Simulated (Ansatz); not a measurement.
Rows from a G0W0 calculation on GaP (F-43m) (Ansatz 0.2.0; G0W0 on PBE+U, plane waves, PAW; PAW set soft_1; 6×6×6 mesh, 168 empty bands, screening to 150 eV, PAW set soft_1 files), in eV. Spin-orbit coupling is left out.

| row | k | band | start | Σx | Σc at the solution | Vxc |
| --- | --- | --- | --- | --- | --- | --- |
| A | Γ | v1 | 7.062 | -16.966 | 1.131 | -15.261 |
| B | Γ | c1 | 8.914 | -10.767 | -4.204 | -15.231 |
| C | (0.000, -0.500, -0.500) | c1 | 8.726 | -6.820 | -3.775 | -10.521 |
| D | (0.000, -0.500, -0.500) | v1 | 4.392 | -15.964 | 2.140 | -13.136 |
| E | Γ | c2 | 10.964 | -7.452 | -4.396 | -12.016 |
| F | (0.000, -0.500, -0.500) | c2 | 8.899 | -7.862 | -3.900 | -11.841 |

Question: Work out each quasiparticle level and how far it moved.

The quasiparticle equation reads E = start + Σx + Σc(E) − Vxc.

| row | E (eV) | shift (eV) |
| --- | --- | --- |
| A | 6.488 | −0.574 |
| B | 9.175 | +0.261 |
| C | 8.652 | −0.074 |
| D | 3.704 | −0.688 |
| E | 11.133 | +0.168 |
| F | 8.978 | +0.079 |

Limits: not at the basis limit; no spin-orbit coupling.

[Runs of the session that timed out or met a known fault of the program may be left out.]

[Cells called generated may have been cut or substituted from an entry of the Crystallography Open Database or the Materials Project.]

[Hosts, paths, dates, database ids (printed as entryN), source tags and the programs' standing remarks are cut or masked in the printed files.]
